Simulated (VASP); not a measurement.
# W (Pm-3n) in VASP: further runs

One crystal, W, is run at these levels: PBE; tasks: relaxation of cell and atoms.

All numbers are computed with VASP 6.6.1; they aren't measurements. Logs are shortened: lines on timing, memory, paths and dates and some standing lists are left out, and cuts for length are marked.

## 1. The structure

It takes space group Pm-3n (No. 223, cubic). The conventional cell has a = 5.083 Å, b = 5.083 Å, c = 5.083 Å, α = 90.00°, β = 90.00°, γ = 90.00°. W (site symmetry m-3) is surrounded by 12 W at 2.84 Å. W (site symmetry -4m2) is surrounded by 6 W at 2.54 to 2.84 Å.

This isn't the form of W at room conditions, which is bcc.

## 2. Relaxation of cell and atoms, PBE

INCAR

```
PREC     = Accurate       # precision mode
ENCUT    = 520            # plane-wave cutoff, eV
EDIFF    = 1E-6           # SCF threshold, eV
ISMEAR   = 0              # smearing method
SIGMA    = 0.1            # smearing width, eV
LREAL    = False          # projectors in reciprocal space
LASPH    = True           # aspherical terms in the spheres
NELM     = 120            # most SCF steps
ALGO     = Normal         # electronic algorithm
ISIF     = 3              # what is computed and relaxed
LWAVE    = False          # write WAVECAR
LCHARG   = False          # write CHGCAR
GGA      = PE             # functional
IBRION   = 2              # ionic algorithm
NSW      = 90             # ionic steps
EDIFFG   = -0.01          # ionic threshold
KPAR     = 2
```

KPOINTS

```
Automatic mesh
0
Gamma
  6 6 6
```

POSCAR

```
W
1.0
    5.0830000000      0.0000000000      0.0000000000
    0.0000000000      5.0830000000      0.0000000000
    0.0000000000      0.0000000000      5.0830000000
W
8
Direct
    0.0000000000      0.0000000000      0.0000000000
    0.5000000000      0.5000000000      0.5000000000
    0.0000000000      0.5000000000      0.2500000000
    0.0000000000      0.5000000000      0.7500000000
    0.2500000000      0.0000000000      0.5000000000
    0.7500000000      0.0000000000      0.5000000000
    0.5000000000      0.7500000000      0.0000000000
    0.5000000000      0.2500000000      0.0000000000
```

Potentials or basis: VASP PAW PBE potentials, release 64 (W_sv).

The run is started by

```sh
$ cat potpaw_PBE.64/W_sv/POTCAR > POTCAR
$ mpirun -np 2 vasp_std > vasp.out
```

OUTCAR:

```text
PREC = Accurate
   ENCUT = 520
   EDIFF = 1E-6
   ISMEAR = 0
   LREAL = False
   LASPH = True
   NELM = 120
   ISIF = 3
   GGA = PE
   IBRION = 2
   NSW = 90
   EDIFFG = -0.01

 ion  position               nearest neighbor table
   1  0.000  0.000  0.000-   3 2.84   4 2.84   5 2.84   6 2.84   7 2.84   8 2.84   5 2.84   6 2.84
                             3 2.84   4 2.84   7 2.84   8 2.84
   2  0.500  0.500  0.500-   3 2.84   4 2.84   5 2.84   6 2.84   7 2.84   8 2.84   7 2.84   8 2.84
                             5 2.84   6 2.84   3 2.84   4 2.84
   3  0.000  0.500  0.250-   4 2.54   4 2.54   1 2.84   2 2.84   1 2.84   2 2.84   8 3.11   5 3.11
                             6 3.11   5 3.11   6 3.11   7 3.11   7 3.11   8 3.11
   4  0.000  0.500  0.750-   3 2.54   3 2.54   1 2.84   2 2.84   1 2.84   2 2.84   8 3.11   5 3.11
                             6 3.11   5 3.11   6 3.11   7 3.11   7 3.11   8 3.11
   5  0.250  0.000  0.500-   6 2.54   6 2.54   1 2.84   1 2.84   2 2.84   2 2.84   8 3.11   4 3.11
                             7 3.11   8 3.11   3 3.11   3 3.11   4 3.11   7 3.11
   6  0.750  0.000  0.500-   5 2.54   5 2.54   1 2.84   1 2.84   2 2.84   2 2.84   8 3.11   4 3.11
                             7 3.11   8 3.11   3 3.11   3 3.11   4 3.11   7 3.11
   7  0.500  0.750  0.000-   8 2.54   8 2.54   1 2.84   2 2.84   2 2.84   1 2.84   3 3.11   4 3.11
                             5 3.11   6 3.11   5 3.11   6 3.11   3 3.11   4 3.11
   8  0.500  0.250  0.000-   7 2.54   7 2.54   1 2.84   2 2.84   2 2.84   1 2.84   3 3.11   4 3.11
                             5 3.11   6 3.11   5 3.11   6 3.11   3 3.11   4 3.11

  LATTYP: Found a simple cubic cell.
 ALAT       =     5.0830000000

  Lattice vectors:

 A1 = (   5.0830000000,   0.0000000000,   0.0000000000)
 A2 = (   0.0000000000,   5.0830000000,   0.0000000000)
 A3 = (   0.0000000000,   0.0000000000,   5.0830000000)

Analysis of symmetry for initial positions (statically):
=====================================================================
 Subroutine PRICEL returns:
 Original cell was already a primitive cell.

 Routine SETGRP: Setting up the symmetry group for a
 simple cubic supercell.

 Subroutine GETGRP returns: Found 48 space group operations
 (whereof 24 operations were pure point group operations)
 out of a pool of 48 trial point group operations.

The static configuration has the point symmetry T_h .
 The point group associated with its full space group is O_h .

Analysis of symmetry for dynamics (positions and initial velocities):
=====================================================================
 Subroutine PRICEL returns:
 Original cell was already a primitive cell.

 Routine SETGRP: Setting up the symmetry group for a
 simple cubic supercell.

 Subroutine GETGRP returns: Found 48 space group operations
 (whereof 24 operations were pure point group operations)
 out of a pool of 48 trial point group operations.

The dynamic configuration has the point symmetry T_h .
 The point group associated with its full space group is O_h .

 Subroutine INISYM returns: Found 48 space group operations
 (whereof 24 operations are pure point group operations),
 and found     1 'primitive' translations

----------------------------------------------------------------------------------------

                                     Primitive cell

  volume of cell :     131.3289

  direct lattice vectors                    reciprocal lattice vectors
     5.083000000  0.000000000  0.000000000     0.196734212  0.000000000  0.000000000
     0.000000000  5.083000000  0.000000000     0.000000000  0.196734212  0.000000000
     0.000000000  0.000000000  5.083000000     0.000000000  0.000000000  0.196734212

  length of vectors
     5.083000000  5.083000000  5.083000000     0.196734212  0.196734212  0.196734212

  position of ions in fractional coordinates (direct lattice)
     0.000000000  0.000000000  0.000000000
     0.500000000  0.500000000  0.500000000
     0.000000000  0.500000000  0.250000000
     0.000000000  0.500000000  0.750000000
     0.250000000  0.000000000  0.500000000
     0.750000000  0.000000000  0.500000000
     0.500000000  0.750000000  0.000000000
     0.500000000  0.250000000  0.000000000

  ion indices of the primitive-cell ions
   primitive index   ion index
                 1           1
                 2           2
                 3           3
                 4           4
                 5           5
                 6           6
                 7           7
                 8           8

----------------------------------------------------------------------------------------

 KPOINTS: Automatic mesh

Automatic generation of k-mesh.
 Grid dimensions read from file:
 generate k-points for:    6    6    6

 Generating k-lattice:

  Cartesian coordinates                     Fractional coordinates (reciprocal lattice)
     0.032789035  0.000000000  0.000000000     0.166666667  0.000000000  0.000000000
     0.000000000  0.032789035  0.000000000     0.000000000  0.166666667  0.000000000
     0.000000000  0.000000000  0.032789035     0.000000000  0.000000000  0.166666667

  Length of vectors
     0.032789035  0.032789035  0.032789035

  Shift w.r.t. Gamma in fractional coordinates (k-lattice)
     0.000000000  0.000000000  0.000000000

 Subroutine IBZKPT returns following result:
 ===========================================

 Found     20 irreducible k-points:

 Following reciprocal coordinates:
            Coordinates               Weight
  0.000000  0.000000  0.000000      1.000000
  0.166667  0.000000  0.000000      6.000000
  0.333333  0.000000  0.000000      6.000000
  0.500000  0.000000  0.000000      3.000000
  0.166667  0.166667  0.000000     12.000000
  0.333333  0.166667  0.000000     24.000000
[... 12 lines left out ...]
  0.500000  0.500000  0.333333      6.000000
  0.500000  0.500000  0.500000      1.000000
   k-points           NKPTS =     20   k-points in BZ     NKDIM =     20   number of bands    NBANDS=     67
   number of dos      NEDOS =    301   number of ions     NIONS =      8
   total plane-waves  NPLWV =  64000
   dimension x,y,z NGX =    40 NGY =   40 NGZ =   40
   dimension x,y,z NGXF=    80 NGYF=   80 NGZF=   80
   ions per type =               8
   NGX,Y,Z   is equivalent  to a cutoff of  13.08, 13.08, 13.08 a.u.
   NGXF,Y,Z  is equivalent  to a cutoff of  26.17, 26.17, 26.17 a.u.
 SYSTEM =  unknown system
   PREC   = accura    normal or accurate (medium, high low for compatibility)
   ISTART =      0    job   : 0-new  1-cont  2-samecut
   ICHARG =      2    charge: 1-file 2-atom 10-const
   ISPIN  =      1    spin polarized calculation?
   LNONCOLLINEAR =      F non collinear calculations
   LSORBIT =      F    spin-orbit coupling
   LASPH  =      T    aspherical Exc in radial PAW
   ENCUT  =  520.0 eV  38.22 Ry    6.18 a.u.   9.45  9.45  9.45*2*pi/ulx,y,z
   NELM   =    120;   NELMIN=  2; NELMDL= -5     # of ELM steps
   EDIFF  = 0.1E-05   stopping-criterion for ELM
   LREAL  =      F    real-space projection
   EDIFFG = -.1E-01   stopping-criterion for IOM
   NSW    =     90    number of steps for IOM
   IBRION =      2    ionic relax: 0-MD 1-quasi-New 2-CG
   NFREE  =      1    steps in history (QN), initial steepest desc. (CG)
   ISIF   =      3    stress and relaxation
   ISYM   =      2    0-nonsym 1-usesym 2-fastsym
   POTIM  = 0.5000    time-step for ionic-motion
   TEBEG  =    0.0;   TEEND  =   0.0 temperature during run
   PSTRESS=    0.0 pullay stress
   NELECT =     112.0000    total number of electrons
   NUPDOWN=      -1.0000    fix difference up-down
   EMIN   =  10.00;   EMAX   =-10.00  energy-range for DOS
   EFERMI =   0.00;   METHOD = LEGACY
   ISMEAR =     0;   SIGMA  =   0.10  broadening in eV -4-tet -1-fermi 0-gaus
   EFERMI_NEDOS =   21; number of points for ismear=-14 and -15
   IALGO  =     38    algorithm
   IMIX   =      4    mixing-type and parameters
     AMIX     =   0.40;   BMIX     =  1.00
     AMIX_MAG =   1.60;   BMIX_MAG =  1.00
  volume/ion in A,a.u.               =      16.42       110.78
  Fermi-wavevector in a.u.,A,eV,Ry     =   1.552485  2.933771 32.792891  2.410209
  Thomas-Fermi vector in A             =   2.656853
   LORBIT       =      0    0 simple, 1 ext, 2 COOP (PROOUT), +10 PAW based schemes
   GGA     = PE    functional components
   LHFCALC =     F    Hartree Fock is set to
   AEXX    =    0.0000 exact exchange contribution
   IVDW    =     0    specifies the selected vdW correction
   LEPSILON=     F    determine dielectric tensor
   LRPA    =     F    only Hartree local field effects (RPA)
 conjugate gradient relaxation of ions
 non-spin polarized calculation
 Gauss-broadening in eV      SIGMA  =   0.10
  energy-cutoff  :      520.00
  volume of cell :      131.33
 maximum number of plane-waves:      3575
 NGX is ok and might be reduce to    40
   NGX = 19   NGY = 19   NGZ = 19

 number of electron     111.9999988 magnetization

 Free energy of the ion-electron system (eV)
  ---------------------------------------------------
  ext. energy  EPLUGINS =         0.00000000
  ---------------------------------------------------
  free energy    TOTEN  =      -102.90096765 eV

  energy without entropy =     -102.88635549  energy(sigma->0) =     -102.89366157

 E-fermi :  10.7687     XC(G=0): -13.4298

 val. band max:       10.7462513577   @ k =   0.5000   0.3333   0.0000
 cond. band min:      10.7779251707   @ k =   0.5000   0.1667   0.0000
 fundamental gap:      0.0316738130
 Fermi energy:        10.7687302117

 k-point     1 :       0.0000    0.0000    0.0000
  band No.  band energies     occupation
      1     -63.3476      2.00000
      2     -63.3054      2.00000
      3     -63.3054      2.00000
      4     -63.1721      2.00000
      5     -63.1721      2.00000
      6     -63.1721      2.00000
[... 59 lines left out ...]
     66      13.6266      0.00000
     67      13.6266      0.00000

 k-point     2 :       0.1667    0.0000    0.0000
  band No.  band energies     occupation
      1     -63.3423      2.00000
      2     -63.3070      2.00000
      3     -63.2987      2.00000
      4     -63.1821      2.00000
      5     -63.1721      2.00000
      6     -63.1721      2.00000
[... 59 lines left out ...]
     66      13.4598      0.00000
     67      13.7392      0.00000

 k-point     3 :       0.3333    0.0000    0.0000
  band No.  band energies     occupation
      1     -63.3310      2.00000
      2     -63.3119      2.00000
      3     -63.2775      2.00000
      4     -63.2089      2.00000
      5     -63.1721      2.00000
      6     -63.1721      2.00000
[... 1179 lines left out ...]
     66      13.3917      0.00000
     67      13.4766      0.00000

 k-point    20 :       0.5000    0.5000    0.5000
  band No.  band energies     occupation
      1     -63.2445      2.00000
      2     -63.2445      2.00000
      3     -63.2445      2.00000
      4     -63.2445      2.00000
      5     -63.2445      2.00000
      6     -63.2445      2.00000
[... 59 lines left out ...]
     66      13.6884      0.00000
     67      13.6884      0.00000

------------------------ aborting loop because EDIFF is reached ----------------------------------------

  FORCE on cell =-STRESS in cart. coord.  units (eV):
  Direction    XX          YY          ZZ          XY          YZ          ZX
  --------------------------------------------------------------------------------------
  -------------------------------------------------------------------------------------
  Total       -0.0419341     -0.0419341     -0.0419341     -0.0000000      0.0000000      0.0000000
  in kB       -0.5115842     -0.5115842     -0.5115842     -0.0000000      0.0000000      0.0000000
  external PRESSURE =      -0.5115842 kB  Pullay stress =       0.0000000 kB

 VOLUME and BASIS-vectors are now :
 -----------------------------------------------------------------------------
  energy-cutoff  :      520.00
  volume of cell :      131.33
      direct lattice vectors                 reciprocal lattice vectors
     5.083000000  0.000000000  0.000000000     0.196734212  0.000000000  0.000000000
     0.000000000  5.083000000  0.000000000     0.000000000  0.196734212  0.000000000
     0.000000000  0.000000000  5.083000000     0.000000000  0.000000000  0.196734212

 POSITION                                       TOTAL-FORCE (eV/Angst)
 -----------------------------------------------------------------------------------
      0.00000      0.00000      0.00000        -0.000000     -0.000000     -0.000000
      2.54150      2.54150      2.54150        -0.000000     -0.000000     -0.000000
      0.00000      2.54150      1.27075        -0.000000      0.000000     -0.000000
      0.00000      2.54150      3.81225         0.000000     -0.000000      0.000000
      1.27075      0.00000      2.54150         0.000000     -0.000000     -0.000000
      3.81225      0.00000      2.54150        -0.000000      0.000000      0.000000
      2.54150      3.81225      0.00000        -0.000000      0.000000      0.000000
      2.54150      1.27075      0.00000        -0.000000     -0.000000      0.000000
 -----------------------------------------------------------------------------------
    total drift:                               -0.000000     -0.000000      0.000000

  FREE ENERGIE OF THE ION-ELECTRON SYSTEM (eV)
  ---------------------------------------------------
  free  energy   TOTEN  =      -102.9009676534 eV

  energy  without entropy=     -102.8863554934  energy(sigma->0) =     -102.89366157

 reached required accuracy - stopping structural energy minimisation
```

Wall time 94 s (2 MPI ranks of Intel Xeon Platinum 8488C (Sapphire Rapids), shared host); peak memory 0.28 GiB.

Results:

| Property | Result |
| --- | --- |
| Free energy | -102.9010 eV |
| Pressure after relaxing | -0.1 GPa |
| Band gap on the k mesh | none (metal or under the smearing width) |

Final structure:
```yaml
crystal:
  lattice:
    - [5.08300, 0.00000, 0.00000]
    - [0.00000, 5.08300, 0.00000]
    - [0.00000, 0.00000, 5.08300]
  atoms:
    - { symbol: W, position: [0.00000, 0.00000, 0.00000] }
    - { symbol: W, position: [0.50000, 0.50000, 0.50000] }
    - { symbol: W, position: [0.00000, 0.50000, 0.25000] }
    - { symbol: W, position: [0.00000, 0.50000, 0.75000] }
    - { symbol: W, position: [0.25000, 0.00000, 0.50000] }
    - { symbol: W, position: [0.75000, 0.00000, 0.50000] }
    - { symbol: W, position: [0.50000, 0.75000, 0.00000] }
    - { symbol: W, position: [0.50000, 0.25000, 0.00000] }
```

Levels at points of the mesh, in eV from the Fermi level:
```
           k point  band 53  band 54  band 55  band 56  band 57  band 58  band 59  band 60
(0.00, 0.00, 0.00)    -1.49    -1.49    -0.49    -0.49    -0.49     1.56     1.56     1.56
(0.50, 0.00, 0.00)    -1.16    -1.16    -0.96    -0.96     0.52     0.52     0.73     0.73
(0.50, 0.50, 0.00)    -1.24    -0.93    -0.93     0.22     0.22     0.25     0.49     0.91
(0.50, 0.50, 0.50)    -1.43    -1.43    -1.43    -1.43     1.28     1.28     1.28     1.28
```

Caveat: the relaxation stopped at its first step, so nothing moved. Spin-orbit coupling is left out, which matters for the levels of W.

## 3. Relaxation of cell and atoms, PBE

Edit INCAR of step 2 so:

```diff
@@ -2,3 +2,3 @@
 ENCUT    = 520            # plane-wave cutoff, eV
-EDIFF    = 1E-6           # SCF threshold, eV
+EDIFF    = 1E-7           # SCF threshold, eV
 ISMEAR   = 0              # smearing method
@@ -14,4 +14,5 @@
 IBRION   = 2              # ionic algorithm
-NSW      = 90             # ionic steps
-EDIFFG   = -0.01          # ionic threshold
+NSW      = 60             # ionic steps
+EDIFFG   = -0.005         # ionic threshold
+POTIM    = 0.3            # step
 KPAR     = 2
```

KPOINTS is that of step 2.

POSCAR

```
W                                       
1.0
    5.0830000000      0.0000000000      0.0000000000
    0.0000000000      5.0830000000      0.0000000000
    0.0000000000      0.0000000000      5.0830000000
  W             
     8
Direct
     0.0000000000000000    0.0000000000000000    0.0000000000000000
     0.5000000000000000    0.5000000000000000    0.5000000000000000
     0.0000000000000000    0.5000000000000000    0.2500000000000000
     0.0000000000000000    0.5000000000000000    0.7500000000000000
     0.2500000000000000    0.0000000000000000    0.5000000000000000
     0.7500000000000000    0.0000000000000000    0.5000000000000000
     0.5000000000000000    0.7500000000000000    0.0000000000000000
     0.5000000000000000    0.2500000000000000    0.0000000000000000
```

Potentials or basis: VASP PAW PBE potentials, release 64 (W_sv).

The run is started by

```sh
$ cat potpaw_PBE.64/W_sv/POTCAR > POTCAR
$ mpirun -np 2 vasp_std > vasp.out
```

Wall time 3.6 min (2 MPI ranks of Intel Xeon Platinum 8488C (Sapphire Rapids), shared host); peak memory 0.3 GiB.

The run converged. Its results:

* Free energy: -102.9010 eV
* Relaxed volume: 16.41 Å³/atom
* Relaxed cell: a = 5.083 Å, b = 5.083 Å, c = 5.083 Å, α = 90.00°, β = 90.00°, γ = 90.00°
* Space group after relaxing (to 0.05 Å): Pm-3n (No. 223)
* Energy gained by relaxing: 0.0 meV/atom
* Ionic steps: 3
* Pressure after relaxing: 0.0 GPa
* Band gap on the k mesh: none (metal or under the smearing width)

Final structure:
```xyz
8
Lattice="5.0827 0.0000 0.0000 0.0000 5.0827 0.0000 0.0000 0.0000 5.0827" Properties=species:S:1:pos:R:3 pbc="T T T"
W     0.0000    0.0000    0.0000
W     2.5413    2.5413    2.5413
W     0.0000    2.5413    1.2707
W     0.0000    2.5413    3.8120
W     1.2707    0.0000    2.5413
W     3.8120    0.0000    2.5413
W     2.5413    3.8120    0.0000
W     2.5413    1.2707    0.0000
```

Levels at points of the mesh, in eV from the Fermi level:
```csv
k point,band 53,band 54,band 55,band 56,band 57,band 58,band 59,band 60
"(0.00, 0.00, 0.00)",-1.49,-1.49,-0.49,-0.49,-0.49,1.57,1.57,1.57
"(0.50, 0.00, 0.00)",-1.16,-1.16,-0.96,-0.96,0.52,0.52,0.73,0.73
"(0.50, 0.50, 0.00)",-1.24,-0.93,-0.93,0.22,0.22,0.25,0.49,0.91
"(0.50, 0.50, 0.50)",-1.43,-1.43,-1.43,-1.43,1.28,1.28,1.28,1.28
```

Spin-orbit coupling is left out, which matters for the levels of W.
